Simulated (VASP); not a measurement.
# Settings for ZrO₂: energy difference of two geometries

ZrO₂, P4_2/nmc (no. 137), 6 atoms in the cell. RPBE, energy difference of two geometries; PAW potentials Zr_sv, O (PBE set). VASP 6.6.1.

Wanted: energy difference within 2.5 meV/atom.

What the run is for: energy difference; Accuracy asked: screening; Second geometry: volume scaled by 0.96.

The series start from Plane-wave cutoff (eV): 520; k-point mesh: 6 × 6 × 5; Precision mode (PREC): Accurate; Electronic threshold (eV): 1e-6; Aspherical gradient terms in the spheres (LASPH): yes; Electronic algorithm: ALGO=Normal. Each series keeps the choices made before it, and each single choice may use up half of a tolerance. Times cover all steps of a run.

## Plane-wave cutoff (eV)

| Plane-wave cutoff (eV) | Energy difference (meV/atom) | Time (s) |
|---|---|---|
| 320 | 42.6 | 22 |
| 400 | 45.0 | 30 |
| 460 | 44.5 | 40 |
| 520 | 44.6 | 52 |
| 600 | 44.4 | 62 |
| 700 | 44.3 | 80 |
| 840 (reference) | 44.3 | 111 |

## k-point mesh

| k-point mesh | Energy difference (meV/atom) | Time (s) |
|---|---|---|
| 2 × 2 × 2 | 48.7 | 12 |
| 3 × 3 × 2 | 46.7 | 15 |
| 3 × 3 × 3 | 46.8 | 14 |
| 4 × 4 × 3 | 45.6 | 16 |
| 5 × 5 × 4 | 45.6 | 21 |
| 6 × 6 × 5 | 45.0 | 30 |
| 8 × 8 × 6 | 44.7 | 62 |
| 10 × 10 × 7 | 44.8 | 78 |
| 12 × 12 × 9 (reference) | 44.8 | 108 |

## Precision mode (PREC)

| Precision mode (PREC) | Energy difference (meV/atom) | Time (s) |
|---|---|---|
| Low | 45.6 | 14 |
| SingleN | 47.4 | 10 |
| Normal | 45.9 | 12 |
| Accurate (reference) | 45.6 | 16 |

## Electronic threshold (eV)

| Electronic threshold (eV) | Energy difference (meV/atom) | Time (s) |
|---|---|---|
| 0.001 | 45.9 | 11 |
| 0.0001 | 45.8 | 9.6 |
| 1e-5 | 45.8 | 13 |
| 1e-6 | 45.9 | 12 |
| 1e-7 | 45.9 | 16 |
| 1e-8 (reference) | 45.9 | 14 |

## Aspherical gradient terms in the spheres (LASPH)

| Aspherical gradient terms in the spheres (LASPH) | Energy difference (meV/atom) | Time (s) |
|---|---|---|
| yes | 45.9 | 11 |
| no | 45.9 | 9.2 |

## Electronic algorithm

| Electronic algorithm | Energy difference (meV/atom) | Time (s) |
|---|---|---|
| ALGO=Normal | 45.9 | 11 |
| ALGO=Fast | 45.8 | 15 |
| ALGO=VeryFast | 45.8 | 17 |
| ALGO=All ISEARCH=1 | 45.8 | 18 |
| ALGO=All ISEARCH=0 | 45.8 | 22 |
| ALGO=Damped TIME=0.4 | 45.8 | 19 |
| ALGO=Damped TIME=0.1 | 45.3 | 30 |

## Question

The rows run from the loosest to the tightest (no order: aspherical gradient terms in the spheres, electronic algorithm). For each series: choose the loosest value from which every tighter one stays within half of the tolerance; where there is no order, keep the first row unless others stay within half of the tolerance and take at least 30 % less time, and then take the fastest.

## Answer

- Plane-wave cutoff (eV): 400
- k-point mesh: 4 × 4 × 3
- Precision mode (PREC): Normal
- Electronic threshold (eV): 0.001
- Aspherical gradient terms in the spheres (LASPH): yes
- Electronic algorithm: ALGO=Normal

## All choices together

| Input | Energy difference (meV/atom) | Time (s) |
|---|---|---|
| the program's defaults (naive) | 45.8 | 7.9 |
| chosen settings | 45.9 | 11 |
| reference settings throughout | 44.3 | 576 |

The tolerance is met.

## The input

INCAR:
```
SYSTEM = ZrO2
  GGA = RP
  ISMEAR = 0
  SIGMA = 0.03
  LWAVE = .False.
  LCHARG = .False.
  ISIF = 2
  PREC = Normal
  LASPH = .True.
  LREAL = .False.
  ALGO = Normal
  EDIFF = 0.001
  NELM = 120
  GGA_COMPAT = .False.
  ENCUT = 400
  EFERMI = MIDGAP
  KPAR = 2
```

KPOINTS:
```
Automatic mesh
0
Gamma
  4 4 3
  0 0 0
```

POSCAR.step1:
```
ZrO2
1.0
    3.5961000000      0.0000000000      0.0000000000
    0.0000000000      3.5961000000      0.0000000000
    0.0000000000      0.0000000000      5.1770000000
Zr O
2 4
Direct
    0.5000000000      0.5000000000      0.5000000000
    0.0000000000      0.0000000000      0.0000000000
    0.5000000000      0.0000000000      0.7970000000
    0.5000000000      0.0000000000      0.2970000000
    0.0000000000      0.5000000000      0.7030000000
    0.0000000000      0.5000000000      0.2030000000
```

POSCAR.step2:
```
ZrO2
1.0
    3.5474980962      0.0000000000      0.0000000000
    0.0000000000      3.5474980962      0.0000000000
    0.0000000000      0.0000000000      5.1070319635
Zr O
2 4
Direct
    0.5000000000      0.5000000000      0.5000000000
    0.0000000000      0.0000000000      0.0000000000
    0.5000000000      0.0000000000      0.7970000000
    0.5000000000      0.0000000000      0.2970000000
    0.0000000000      0.5000000000      0.7030000000
    0.0000000000      0.5000000000      0.2030000000
```

Commands (each step's output is kept before the next begins):
```
cat potpaw_PBE.64/Zr_sv/POTCAR potpaw_PBE.64/O/POTCAR > POTCAR
cp POSCAR.step1 POSCAR
mpirun -np 2 vasp_std > vasp.out
cp POSCAR.step2 POSCAR
mpirun -np 2 vasp_std > vasp.out
```

The naive input happens to agree within the tolerance here, in 7.9 s.

The chosen input took VASP 6.6.1 11 s on 2 cores (Intel Xeon Platinum 8488C (Sapphire Rapids)), a shared host.

## An input that fails: too few electronic steps

The electronic loop stops at its limit of 6 steps.

Changes against the starting input:
```
- NELM = 120
+ NELM = 6
```
